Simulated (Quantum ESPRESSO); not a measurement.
AgCl (Chlorargyrite) in Quantum ESPRESSO: the effect of functional

The system is AgCl (Chlorargyrite).

```xyz
2
Lattice="0.0000 2.7350 2.7350 2.7350 0.0000 2.7350 2.7350 2.7350 0.0000" Properties=species:S:1:pos:R:3 pbc="T T T"
Ag    0.0000    0.0000    0.0000
Cl    2.7350    2.7350    2.7350
```

Alike in all runs:

```yaml
Program: Quantum ESPRESSO 7.5
Task: dielectric tensor
k_mesh: 6 × 6 × 6, shifted
Occupations: fermi-dirac, width 0.05 eV
Spin: no spin polarisation
```

| functional | potentials or basis | cutoff | pressure (GPa) | dielectric constant (mean) |
| --- | --- | --- | --- | --- |
| LDA | PseudoDojo 0.4.1 SR LDA standard | 1170 eV | -3.8 | 5.62 |
| PBEsol | PseudoDojo 0.4.1 SR PBEsol standard | 1116 eV | -0.8 | 5.47 |
| WC | PseudoDojo 0.4.1 SR PBE standard | 1116 eV | -0.7 | 5.49 |
| BLYP | PseudoDojo 0.4.1 SR PBE standard | 1116 eV | 8.1 | 5.16 |
| AM05 | PseudoDojo 0.4.1 SR PBE standard | 1116 eV | ? | ? |

Task: What does the run with functional AM05 give?

Result: Pressure 0.3 GPa; dielectric constant 5.37 mean.

Caveats: the potentials were made for another functional, which shifts forces and pressure (some runs); the cell is more than 3 GPa from zero pressure, which shifts response properties (some runs).

Runs at the PBE level aren't shown here.
